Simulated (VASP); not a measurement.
# Settings for Ir: density of states

Ir, Fm-3m (no. 225), 1 atom in the cell. PBE; PAW potentials Ir (PBE set). VASP 6.6.1.

Wanted: density of states by 0.5 eV bins within 20 %; centre of the states within 12 eV below the valence top within 0.1 eV; states at the Fermi level within 20 %.

What the run is for: density of states; Accuracy asked: screening; k mesh of the density: 13 × 13 × 13.

POSCAR:
```
Ir
1.0
    0.0000000000      1.9156000000      1.9156000000
    1.9156000000      0.0000000000      1.9156000000
    1.9156000000      1.9156000000      0.0000000000
Ir
1
Direct
    0.0000000000      0.0000000000      0.0000000000
```

The series start from Plane-wave cutoff (eV): 240; k-point mesh: 16 × 16 × 16; Energy points (NEDOS): 2001; Occupations for the DOS: ISMEAR=-5; Electronic threshold (eV): 1e-6; Precision mode (PREC): Accurate. Each series keeps the choices made before it, and each single choice may use up half of a tolerance. Times cover all steps of a run.

## Plane-wave cutoff (eV)

| Plane-wave cutoff (eV) | Density of states by 0.5 eV bins, largest deviation against the largest value | Centre of the states within 12 eV below the valence top (eV) | States at the Fermi level (states/eV/atom) | Time (s) |
|---|---|---|---|---|
| 170 | 2.9 % | -4.18 | 0.9458 | 7.5 |
| 210 | 0.15 % | -4.21 | 0.9192 | 9.8 |
| 240 | 0.23 % | -4.21 | 0.9199 | 9.8 |
| 270 | 0.19 % | -4.21 | 0.9202 | 13 |
| 340 | 0.024 % | -4.21 | 0.9208 | 13 |
| 420 (reference) | 0 % | -4.21 | 0.9208 | 18 |

Chosen: 170, the loosest value from which every tighter one stays within half of the tolerance.

## k-point mesh

| k-point mesh | Density of states by 0.5 eV bins, largest deviation against the largest value | Centre of the states within 12 eV below the valence top (eV) | States at the Fermi level (states/eV/atom) | Time (s) |
|---|---|---|---|---|
| 7 × 7 × 7 | 22 % | -4.18 | 0.7933 | 5.2 |
| 9 × 9 × 9 | 30 % | -4.13 | 0.9454 | 5.5 |
| 11 × 11 × 11 | 10 % | -4.16 | 1.113 | 5.8 |
| 13 × 13 × 13 | 10 % | -4.19 | 0.9064 | 6.4 |
| 16 × 16 × 16 | 6 % | -4.18 | 0.9458 | 7.5 |
| 19 × 19 × 19 | 3 % | -4.18 | 0.9424 | 9.2 |
| 24 × 24 × 24 | 1 % | -4.18 | 0.9195 | 13 |
| 29 × 29 × 29 (reference) | 0 % | -4.18 | 0.9081 | 19 |

Chosen: 16 × 16 × 16.

## Energy points (NEDOS)

| Energy points (NEDOS) | Density of states by 0.5 eV bins, largest deviation against the largest value | Centre of the states within 12 eV below the valence top (eV) | States at the Fermi level (states/eV/atom) | Time (s) |
|---|---|---|---|---|
| 301 | 2.2 % | -4.20 | 0.941 | 7.4 |
| 501 | 0.45 % | -4.19 | 0.9434 | 7.5 |
| 1001 | 0.089 % | -4.18 | 0.9462 | 7.6 |
| 2001 | 0.06 % | -4.18 | 0.9458 | 7.5 |
| 4001 (reference) | 0 % | -4.18 | 0.9452 | 7.6 |

Chosen: 301.

## Occupations for the DOS

| Occupations for the DOS | Density of states by 0.5 eV bins, largest deviation against the largest value | Centre of the states within 12 eV below the valence top (eV) | States at the Fermi level (states/eV/atom) | Time (s) |
|---|---|---|---|---|
| ISMEAR=-5 | 0 % | -4.20 | 0.941 | 7.4 |
| ISMEAR=-4 | 0 % | -4.20 | 0.941 | 7.6 |
| ISMEAR=0 SIGMA=0.05 | 15 % | -4.19 | 1.449 | 7.2 |
| ISMEAR=0 SIGMA=0.1 | 14 % | -4.19 | 1.325 | 7.2 |
| ISMEAR=-15 SIGMA=0.025 | 0.024 % | -4.19 | 0.941 | 7.4 |
| ISMEAR=1 SIGMA=0.1 | 15 % | -4.19 | 1.42 | 7.1 |

Chosen: ISMEAR=-5; no other choice that stays within half of the tolerance saves 30 % of the time.

## Electronic threshold (eV)

| Electronic threshold (eV) | Density of states by 0.5 eV bins, largest deviation against the largest value | Centre of the states within 12 eV below the valence top (eV) | States at the Fermi level (states/eV/atom) | Time (s) |
|---|---|---|---|---|
| 0.001 | 0.065 % | -4.19 | 0.9412 | 6.6 |
| 0.0001 | 0.065 % | -4.19 | 0.9412 | 6.8 |
| 1e-5 | 0.065 % | -4.19 | 0.9412 | 7.0 |
| 1e-6 (reference) | 0 % | -4.20 | 0.941 | 7.4 |

Chosen: 0.001.

## Precision mode (PREC)

| Precision mode (PREC) | Density of states by 0.5 eV bins, largest deviation against the largest value | Centre of the states within 12 eV below the valence top (eV) | States at the Fermi level (states/eV/atom) | Time (s) |
|---|---|---|---|---|
| Normal | 0.012 % | -4.19 | 0.9412 | 5.9 |
| Accurate (reference) | 0 % | -4.19 | 0.9412 | 6.6 |

Chosen: Normal.

## All choices together

| Input | Density of states by 0.5 eV bins, largest deviation against the largest value | Centre of the states within 12 eV below the valence top (eV) | States at the Fermi level (states/eV/atom) | Time (s) |
|---|---|---|---|---|
| defaults for smearing, thresholds and mesh (naive) | 62 % | -3.84 | 2.301 | 5.7 |
| chosen settings | 5.6 % | -4.19 | 0.9412 | 5.9 |
| reference settings throughout | 0 % | -4.21 | 0.8917 | 48 |

The tolerance is met.

## The input

INCAR.step1:
```
SYSTEM = Ir
GGA = PE
ISMEAR = 1
SIGMA = 0.1
LWAVE = .False.
LCHARG = .True.
NBANDS = 18
PREC = Normal
LASPH = .True.
LREAL = .False.
ALGO = Normal
EDIFF = 0.001
NELM = 120
GGA_COMPAT = .False.
ENCUT = 170
LMAXMIX = 4
```

INCAR.step2, as INCAR.step1 but for:
```
- ISMEAR = 1
- SIGMA = 0.1
- LCHARG = .True.
+ ISMEAR = -5
+ LCHARG = .False.
+ NEDOS = 301
+ LORBIT = 11
+ EMIN = -3.52
+ EMAX = 18.48
+ ICHARG = 11
```

KPOINTS.step1:
```
k-points
0
Gamma
  13 13 13
```

KPOINTS.step2:
```
Automatic mesh
0
Gamma
  16 16 16
  0 0 0
```

Commands (each step's output is kept before the next begins):
```
cat potpaw_PBE.64/Ir/POTCAR > POTCAR
cp INCAR.step1 INCAR
cp KPOINTS.step1 KPOINTS
mpirun -np 1 vasp_std > vasp.out
cp INCAR.step2 INCAR
cp KPOINTS.step2 KPOINTS
mpirun -np 1 vasp_std > vasp.out
```

The chosen input took VASP 6.6.1 5.9 s on 1 core (AMD EPYC 9R14 (Zen 4)), a shared host.

## An input that fails: tetrahedra on too few k points

VASP's message: IBZKPT: tetrahedron method fails for NKPT<4. NKPT = 1.

k mesh: 16 × 16 × 16 becomes 1 × 1 × 1.

Changes against the starting input:
```
(step 2)
- NELM = 120
+ NELM = 57
```
